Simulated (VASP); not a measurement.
# I (Cmce) in VASP: notebook

One crystal, I, is run at these levels: LDA; tasks: relaxation of cell and atoms.

Everything below comes from runs of VASP 6.6.1. Logs are shortened: lines on timing, memory, paths and dates and some standing lists are left out, and cuts for length are marked.

## 1. Starting point

It takes space group Cmce (No. 64, orthorhombic). Conventional cell: a = 6.163 Å, b = 4.144 Å, c = 9.286 Å, α = 90.00°, β = 90.00°, γ = 90.00°. I (site symmetry m) has 1 I at 2.73 Å as nearest neighbours.

## 2. Relaxation of cell and atoms, LDA, target pressure 15 GPa, at which the enthalpy is minimised

File INCAR:

```
PREC     = Accurate       # precision mode
ENCUT    = 600            # plane-wave cutoff, eV
EDIFF    = 1E-6           # SCF threshold, eV
ISMEAR   = 0              # smearing method
SIGMA    = 0.03           # smearing width, eV
LREAL    = False          # projectors in reciprocal space
LASPH    = True           # aspherical terms in the spheres
NELM     = 80             # most SCF steps
ALGO     = Normal         # electronic algorithm
ISIF     = 3              # what is computed and relaxed
LWAVE    = False          # write WAVECAR
LCHARG   = False          # write CHGCAR
GGA      = CA             # functional
IBRION   = 2              # ionic algorithm
NSW      = 90             # ionic steps
EDIFFG   = -0.01          # ionic threshold
PSTRESS  = 150.0
```

File KPOINTS:

```
regular mesh
0
Gamma
  8 8 4
```

File POSCAR:

```
I
1.0
    3.0815000000     -2.0717500000      0.0000000000
    3.0815000000      2.0717500000      0.0000000000
    0.0000000000      0.0000000000      9.2864000000
I
4
Direct
    0.8162400000      0.1837600000      0.6219700000
    0.1837600000      0.8162400000      0.3780300000
    0.6837600000      0.3162400000      0.1219700000
    0.3162400000      0.6837600000      0.8780300000
```

Potentials or basis: VASP PAW LDA potentials, release 64 (I).

On the command line:

```
cat potpaw_LDA.64/I/POTCAR > POTCAR
mpirun -np 1 vasp_std > vasp.out
```

OUTCAR:

```text
PREC = Accurate
   ENCUT = 600
   EDIFF = 1E-6
   ISMEAR = 0
   LREAL = False
   LASPH = True
   NELM = 80
   ISIF = 3
   GGA = CA
   IBRION = 2
   NSW = 90
   EDIFFG = -0.01
   PSTRESS = 150.0

 ion  position               nearest neighbor table
   1  0.816  0.184  0.622-   2 2.73   4 3.15   4 3.15   2 3.46
   2  0.184  0.816  0.378-   1 2.73   3 3.15   3 3.15   1 3.46
   3  0.684  0.316  0.122-   4 2.73   2 3.15   2 3.15   4 3.46
   4  0.316  0.684  0.878-   3 2.73   1 3.15   1 3.15   3 3.46

  LATTYP: Found a base centered orthorhombic cell.
 ALAT       =     4.1435000000
 B/A-ratio  =     1.4873898878
 C/A-ratio  =     2.2411970556

  Lattice vectors:

 A1 = (  -3.0815000000,  -2.0717500000,   0.0000000000)
 A2 = (   3.0815000000,  -2.0717500000,   0.0000000000)
 A3 = (   0.0000000000,   0.0000000000,   9.2864000000)

Analysis of symmetry for initial positions (statically):
=====================================================================
 Subroutine PRICEL returns:
 Original cell was already a primitive cell.

 Routine SETGRP: Setting up the symmetry group for a
 base centered orthorhombic supercell.

 Subroutine GETGRP returns: Found  8 space group operations
 (whereof  4 operations were pure point group operations)
 out of a pool of  8 trial point group operations.

The static configuration has the point symmetry C_2h.
 The point group associated with its full space group is D_2h.

Analysis of symmetry for dynamics (positions and initial velocities):
=====================================================================
 Subroutine PRICEL returns:
 Original cell was already a primitive cell.

 Routine SETGRP: Setting up the symmetry group for a
 base centered orthorhombic supercell.

 Subroutine GETGRP returns: Found  8 space group operations
 (whereof  4 operations were pure point group operations)
 out of a pool of  8 trial point group operations.

The dynamic configuration has the point symmetry C_2h.
 The point group associated with its full space group is D_2h.

 Subroutine INISYM returns: Found  8 space group operations
 (whereof  4 operations are pure point group operations),
 and found     1 'primitive' translations

----------------------------------------------------------------------------------------

                                     Primitive cell

  volume of cell :     118.5706

  direct lattice vectors                    reciprocal lattice vectors
     3.081500000 -2.071750000  0.000000000     0.162258640 -0.241341861  0.000000000
     3.081500000  2.071750000  0.000000000     0.162258640  0.241341861  0.000000000
     0.000000000  0.000000000  9.286400000     0.000000000  0.000000000  0.107684356

  length of vectors
     3.713191392  3.713191392  9.286400000     0.290815681  0.290815681  0.107684356

  position of ions in fractional coordinates (direct lattice)
     0.816240000  0.183760000  0.621970000
     0.183760000  0.816240000  0.378030000
     0.683760000  0.316240000  0.121970000
     0.316240000  0.683760000  0.878030000

  ion indices of the primitive-cell ions
   primitive index   ion index
                 1           1
                 2           2
                 3           3
                 4           4

----------------------------------------------------------------------------------------

 KPOINTS: regular mesh

Automatic generation of k-mesh.
 Grid dimensions read from file:
 generate k-points for:    8    8    4

 Generating k-lattice:

  Cartesian coordinates                     Fractional coordinates (reciprocal lattice)
     0.020282330 -0.030167733  0.000000000     0.125000000  0.000000000  0.000000000
     0.020282330  0.030167733  0.000000000     0.000000000  0.125000000  0.000000000
     0.000000000  0.000000000  0.026921089     0.000000000  0.000000000  0.250000000

  Length of vectors
     0.036351960  0.036351960  0.026921089

  Shift w.r.t. Gamma in fractional coordinates (k-lattice)
     0.000000000  0.000000000  0.000000000

 Subroutine IBZKPT returns following result:
 ===========================================

 Found     63 irreducible k-points:

 Following reciprocal coordinates:
            Coordinates               Weight
  0.000000  0.000000  0.000000      1.000000
  0.125000 -0.000000  0.000000      4.000000
  0.250000 -0.000000  0.000000      4.000000
  0.375000  0.000000  0.000000      4.000000
  0.500000 -0.000000  0.000000      2.000000
  0.125000  0.125000  0.000000      2.000000
[... 16 lines left out ...]
  0.125000 -0.000000  0.250000      8.000000
  0.250000 -0.000000  0.250000      8.000000
 [... further k-points ...]
   k-points           NKPTS =     63   k-points in BZ     NKDIM =     63   number of bands    NBANDS=     18
   number of dos      NEDOS =    301   number of ions     NIONS =      4
   total plane-waves  NPLWV =  72000
   dimension x,y,z NGX =    30 NGY =   30 NGZ =   80
   dimension x,y,z NGXF=    60 NGYF=   60 NGZF=  160
   ions per type =               4
   NGX,Y,Z   is equivalent  to a cutoff of  13.43, 13.43, 14.32 a.u.
   NGXF,Y,Z  is equivalent  to a cutoff of  26.86, 26.86, 28.64 a.u.
 SYSTEM =  unknown system
   PREC   = accura    normal or accurate (medium, high low for compatibility)
   ISTART =      0    job   : 0-new  1-cont  2-samecut
   ICHARG =      2    charge: 1-file 2-atom 10-const
   ISPIN  =      1    spin polarized calculation?
   LNONCOLLINEAR =      F non collinear calculations
   LSORBIT =      F    spin-orbit coupling
   LASPH  =      T    aspherical Exc in radial PAW
   ENCUT  =  600.0 eV  44.10 Ry    6.64 a.u.   7.42  7.42 18.55*2*pi/ulx,y,z
   NELM   =     80;   NELMIN=  2; NELMDL= -5     # of ELM steps
   EDIFF  = 0.1E-05   stopping-criterion for ELM
   LREAL  =      F    real-space projection
   EDIFFG = -.1E-01   stopping-criterion for IOM
   NSW    =     90    number of steps for IOM
   IBRION =      2    ionic relax: 0-MD 1-quasi-New 2-CG
   NFREE  =      1    steps in history (QN), initial steepest desc. (CG)
   ISIF   =      3    stress and relaxation
   ISYM   =      2    0-nonsym 1-usesym 2-fastsym
   POTIM  = 0.5000    time-step for ionic-motion
   TEBEG  =    0.0;   TEEND  =   0.0 temperature during run
   PSTRESS=  150.0 pullay stress
   NELECT =      28.0000    total number of electrons
   NUPDOWN=      -1.0000    fix difference up-down
   EMIN   =  10.00;   EMAX   =-10.00  energy-range for DOS
   EFERMI =   0.00;   METHOD = LEGACY
   ISMEAR =     0;   SIGMA  =   0.03  broadening in eV -4-tet -1-fermi 0-gaus
   EFERMI_NEDOS =   21; number of points for ismear=-14 and -15
   IALGO  =     38    algorithm
   IMIX   =      4    mixing-type and parameters
     AMIX     =   0.40;   BMIX     =  1.00
     AMIX_MAG =   1.60;   BMIX_MAG =  1.00
  volume/ion in A,a.u.               =      29.64       200.04
  Fermi-wavevector in a.u.,A,eV,Ry     =   1.011894  1.912203 13.931418  1.023930
  Thomas-Fermi vector in A             =   2.144971
   LORBIT       =      0    0 simple, 1 ext, 2 COOP (PROOUT), +10 PAW based schemes
   GGA     = CA    functional components
   LHFCALC =     F    Hartree Fock is set to
   AEXX    =    0.0000 exact exchange contribution
   IVDW    =     0    specifies the selected vdW correction
   LEPSILON=     F    determine dielectric tensor
   LRPA    =     F    only Hartree local field effects (RPA)
 conjugate gradient relaxation of ions
 non-spin polarized calculation
 Gauss-broadening in eV      SIGMA  =   0.03
  energy-cutoff  :      600.00
  volume of cell :      118.57
 maximum number of plane-waves:      3982
 NGX is ok and might be reduce to    30
   NGX = 15   NGY = 15   NGZ = 37

--------------------------------------- Ionic step        1  -------------------------------------------

 number of electron      28.0000003 magnetization

 Free energy of the ion-electron system (eV)
  ---------------------------------------------------
  ext. energy  EPLUGINS =         0.00000000
  ---------------------------------------------------
  free energy    TOTEN  =        -7.57408182 eV

  energy without entropy =       -7.57408182  energy(sigma->0) =       -7.57408182

------------------------ aborting loop because EDIFF is reached ----------------------------------------

  FORCE on cell =-STRESS in cart. coord.  units (eV):
  Direction    XX          YY          ZZ          XY          YZ          ZX
  --------------------------------------------------------------------------------------
  -------------------------------------------------------------------------------------
  Total        6.1505745      5.1313303      5.1507970      0.0000000      0.0000000      0.0000000
  in kB       83.1092505     69.3367777     69.5998199      0.0000000      0.0000000      0.0000000
  external PRESSURE =     -75.9847173 kB  Pullay stress =     150.0000000 kB
[... 27 lines left out ...]
--------------------------------------- Ionic step        2  -------------------------------------------

 number of electron      27.9999999 magnetization

 E-fermi :  10.5335     XC(G=0): -10.9827

 val. band max:       10.4241698446   @ k =  -0.2500   0.1250   0.2500
 cond. band min:      10.6371861562   @ k =   0.5000   0.5000   0.5000
 fundamental gap:      0.2130163116
 Fermi energy:        10.5334798901

 k-point     1 :       0.0000    0.0000    0.0000
  band No.  band energies     occupation
      1      -7.0049      2.00000
      2      -5.3767      2.00000
      3      -4.7849      2.00000
      4      -0.8948      2.00000
      5       2.5046      2.00000
      6       6.2328      2.00000
[... 481 lines left out ...]
      5       2.9330      2.00000
      6       3.8940      2.00000
[... 10 lines left out ...]
     17      15.1707      0.00000
     18      15.1745      0.00000

 [... further k-points ...]

------------------------ aborting loop because EDIFF is reached ----------------------------------------

  FORCE on cell =-STRESS in cart. coord.  units (eV):
  Direction    XX          YY          ZZ          XY          YZ          ZX
  --------------------------------------------------------------------------------------
  -------------------------------------------------------------------------------------
  Total       12.5871286     18.9582984     24.3506379      0.0000000      0.0000000      0.0000000
  in kB      209.9843592    316.2711898    406.2287164      0.0000000      0.0000000      0.0000000
  external PRESSURE =     160.8280885 kB  Pullay stress =     150.0000000 kB
[... 63 lines left out ...]
  energy  without entropy=       -6.9169647687  energy(sigma->0) =       -6.91696477

  enthalpy is  TOTEN    =         3.2603350428 eV   P V=       10.1772998115

[... ionic steps 4 to 37 ...]

--------------------------------------- Ionic step       38  -------------------------------------------

 number of electron      27.9999997 magnetization

------------------------ aborting loop because EDIFF is reached ----------------------------------------
[... 75 lines left out ...]
--------------------------------------- Ionic step       40  -------------------------------------------

 number of electron      27.9999997 magnetization

 Free energy of the ion-electron system (eV)
  ---------------------------------------------------
  ext. energy  EPLUGINS =         0.00000000
  ---------------------------------------------------
  free energy    TOTEN  =        -6.73899450 eV

  energy without entropy =       -6.73866436  energy(sigma->0) =       -6.73882943

 E-fermi :   8.7489     XC(G=0): -10.5799

 val. band max:        8.7249144188   @ k =   0.2500  -0.0000   0.0000
 cond. band min:       8.7850647353   @ k =   0.5000   0.3750   0.2500
 fundamental gap:      0.0601503165
 Fermi energy:         8.7489335763

 k-point     1 :       0.0000    0.0000    0.0000
  band No.  band energies     occupation
      1      -7.4661      2.00000
      2      -5.8679      2.00000
      3      -5.7222      2.00000
      4      -2.6009      2.00000
      5       2.0705      2.00000
      6       4.9041      2.00000
[... 481 lines left out ...]
      5       2.3746      2.00000
      6       2.7850      2.00000
[... 10 lines left out ...]
     17      13.8363      0.00000
     18      14.0031      0.00000

 [... further k-points ...]

------------------------ aborting loop because EDIFF is reached ----------------------------------------

  FORCE on cell =-STRESS in cart. coord.  units (eV):
  Direction    XX          YY          ZZ          XY          YZ          ZX
  --------------------------------------------------------------------------------------
  -------------------------------------------------------------------------------------
  Total        9.8553041      9.8963593      9.8600723      0.0000000     -0.0000000      0.0000000
  in kB      149.7891821    150.4131741    149.8616534      0.0000000     -0.0000000      0.0000000
  external PRESSURE =       0.0213365 kB  Pullay stress =     150.0000000 kB
[... 23 lines left out ...]
  energy  without entropy=       -6.7386643590  energy(sigma->0) =       -6.73882943

  enthalpy is  TOTEN    =         3.1301802201 eV   P V=        9.8691747169

 reached required accuracy - stopping structural energy minimisation
```

It took 26 min on 1 thread of Intel Xeon 6975P-C (Granite Rapids), shared host; peak memory 0.31 GiB.

Results:

| Item | Value |
| --- | --- |
| Free energy | -6.7390 eV |
| Relaxed volume | 26.35 Å³/atom |
| Relaxed cell | a = 3.572 Å, b = 3.572 Å, c = 8.884 Å, α = 90.00°, β = 90.00°, γ = 68.46° |
| Space group after relaxing (to 0.05 Å) | Cmce (No. 64) |
| Energy change on relaxing (the enthalpy is what falls) | +208.8 meV/atom |
| Ionic steps | 40 |
| Pressure after relaxing | 15.0 GPa |
| Largest force after relaxing | 0.004 eV/Å |
| Band gap on the k mesh | none (metal or under the smearing width) |

Forces on the atoms (eV/Å):
```
I    0.000 -0.004  0.001
I    0.000  0.004 -0.001
I    0.000  0.004  0.001
I    0.000 -0.004 -0.001
```

Step by step:
```tsv
step	energy change (eV)	largest force (eV/Å)	pressure (GPa)	volume (Å³)
1	0.0000	0.3786	7.40	118.57
2	2.4003	1.3228	31.08	96.04
3	0.6571	0.7371	14.89	108.71
4	0.6863	0.7496	15.20	108.39
5	0.8548	0.2753	15.54	105.81
6	0.8364	0.2750	15.48	106.01
7	0.7394	0.2082	14.54	106.88
8	0.6230	0.1274	13.36	108.05
9	0.6371	0.1109	13.58	107.83
10	0.6867	0.0750	14.31	107.18
11	0.7153	0.0786	14.68	106.86
12	0.7359	0.0684	14.80	106.62
13	0.8002	0.0439	15.21	105.91
14	0.8097	0.0417	15.27	105.81
15	0.7911	0.0293	15.01	106.00
16	0.7856	0.0262	14.94	106.06
17	0.7852	0.0261	14.93	106.06
18	0.7841	0.0315	14.90	106.06
19	0.7817	0.0460	14.84	106.07
20	0.7787	0.0672	14.77	106.08
21	0.7806	0.1492	14.70	106.07
22	0.7773	0.0857	14.73	106.08
23	0.7776	0.1149	14.71	106.08
24	0.7772	0.1004	14.72	106.08
25	0.7778	0.1009	14.72	106.07
26	0.7797	0.1023	14.72	106.05
27	0.7838	0.1058	14.73	106.00
28	0.7927	0.1135	14.76	105.91
29	0.7890	0.1104	14.75	105.94
30	0.7915	0.1047	14.76	105.91
31	0.7991	0.0876	14.79	105.82
32	0.8148	0.0534	14.90	105.64
33	0.8483	0.0165	15.09	105.27
34	0.8389	0.0064	15.06	105.37
35	0.8367	0.0095	15.03	105.40
36	0.8377	0.0079	15.02	105.39
37	0.8361	0.0076	15.03	105.40
38	0.8316	0.0070	14.96	105.45
39	0.8324	0.0058	14.95	105.44
40	0.8351	0.0044	15.00	105.41
```

Final structure:
```
I
1.0
     2.95298   -2.00912    0.00000
     2.95298    2.00912    0.00000
     0.00000    0.00000    8.88391
I
4
Direct
  0.78173 0.21827 0.62457
  0.21827 0.78173 0.37543
  0.71827 0.28173 0.12457
  0.28173 0.71827 0.87543
```

Levels at points of the mesh, in eV from the Fermi level:
```
           k point  band 11  band 12  band 13  band 14  band 15  band 16  band 17  band 18
(0.00, 0.00, 0.00)    -0.49    -0.33    -0.31    -0.16     1.66     2.21     2.95     5.08
(0.50, 0.00, 0.00)    -1.89    -1.89    -1.48    -1.48     2.55     2.55     4.17     4.17
(0.50, 0.50, 0.00)    -3.20    -2.79    -2.74    -1.79     0.30     0.90     2.37     3.68
(0.00, 0.00, 0.50)    -0.25    -0.25    -0.15    -0.15     0.96     0.96     3.91     3.91
(0.50, 0.00, 0.50)    -2.03    -2.03     0.08     0.08     0.54     0.54     4.99     4.99
(0.50, 0.50, 0.50)    -3.22    -3.22    -1.64    -1.64    -0.36    -0.36     3.83     3.83
```

Caveat: the cell is relaxed towards a set pressure, so the enthalpy falls and the energy may rise.

## 3. Relaxation of cell and atoms, LDA, target pressure 15 GPa, at which the enthalpy is minimised

This run uses another cell than the first one, of 26.35 Å³/atom, 0.889 times its volume.

INCAR, as its differences from that of step 2:

```diff
@@ -2,3 +2,3 @@
 ENCUT    = 600            # plane-wave cutoff, eV
-EDIFF    = 1E-6           # SCF threshold, eV
+EDIFF    = 1E-7           # SCF threshold, eV
 ISMEAR   = 0              # smearing method
@@ -15,3 +15,3 @@
 NSW      = 90             # ionic steps
-EDIFFG   = -0.01          # ionic threshold
+EDIFFG   = -0.005         # ionic threshold
 PSTRESS  = 150.0
```

KPOINTS is that of step 2.

File POSCAR:

```
I                                       
1.0
    2.9529848744     -2.0091151954      0.0000000000
    2.9529848744      2.0091151954     -0.0000000000
    0.0000000000      0.0000000000      8.8839090626
  I             
     4
Direct
     0.7817323959325135    0.2182676040674864    0.6245696925943461
     0.2182676040674864    0.7817323959325135    0.3754303074056536
     0.7182676040674865    0.2817323959325137    0.1245696925943463
     0.2817323959325137    0.7182676040674865    0.8754303074056539
```

Potentials or basis: VASP PAW LDA potentials, release 64 (I).

On the command line:

```
cat potpaw_LDA.64/I/POTCAR > POTCAR
mpirun -np 1 vasp_std > vasp.out
```

It took 2.1 min on 1 thread of Intel Xeon 6975P-C (Granite Rapids), shared host; peak memory 0.26 GiB.

It converged, with:

| Property | Result |
| --- | --- |
| Free energy | -6.7367 eV |
| Relaxed volume | 26.35 Å³/atom |
| Relaxed cell | a = 3.571 Å, b = 3.571 Å, c = 8.879 Å, α = 90.00°, β = 90.00°, γ = 68.57° |
| Space group after relaxing (to 0.05 Å) | Cmce (No. 64) |
| Energy change on relaxing (the enthalpy is what falls) | +0.4 meV/atom |
| Ionic steps | 3 |
| Pressure after relaxing | 15.0 GPa |
| Largest force after relaxing | 0.003 eV/Å |
| Band gap on the k mesh | none (metal or under the smearing width) |

Forces in eV/Å, atoms in the order of the input:
```
I    0.000 -0.001 -0.003
I    0.000  0.001  0.003
I    0.000  0.001 -0.003
I    0.000 -0.001  0.003
```

Step by step:
```tsv
step	energy change (eV)	largest force (eV/Å)	pressure (GPa)	volume (Å³)
1	0.0000	0.0043	15.00	105.41
2	0.0004	0.0034	15.00	105.41
3	0.0017	0.0035	15.00	105.40
```

Final structure:
```yaml
crystal:
  lattice:
    - [2.95070, -2.01153, 0.00000]
    - [2.95070, 2.01153, 0.00000]
    - [0.00000, 0.00000, 8.87851]
  atoms:
    - { symbol: I, position: [0.78193, 0.21807, 0.62460] }
    - { symbol: I, position: [0.21807, 0.78193, 0.37540] }
    - { symbol: I, position: [0.71807, 0.28193, 0.12460] }
    - { symbol: I, position: [0.28193, 0.71807, 0.87540] }
```

Levels at points of the mesh, in eV from the Fermi level:
```
           k point  band 11  band 12  band 13  band 14  band 15  band 16  band 17  band 18
(0.00, 0.00, 0.00)    -0.50    -0.32    -0.31    -0.16     1.66     2.21     2.95     5.07
(0.50, 0.00, 0.00)    -1.88    -1.88    -1.47    -1.47     2.55     2.55     4.18     4.18
(0.50, 0.50, 0.00)    -3.20    -2.80    -2.75    -1.78     0.30     0.89     2.38     3.69
(0.00, 0.00, 0.50)    -0.24    -0.24    -0.15    -0.15     0.96     0.96     3.91     3.91
(0.50, 0.00, 0.50)    -2.02    -2.02     0.09     0.09     0.55     0.55     5.00     5.00
(0.50, 0.50, 0.50)    -3.22    -3.22    -1.65    -1.65    -0.37    -0.37     3.84     3.84
```

Caveat: the cell is relaxed towards a set pressure, so the enthalpy falls and the energy may rise.
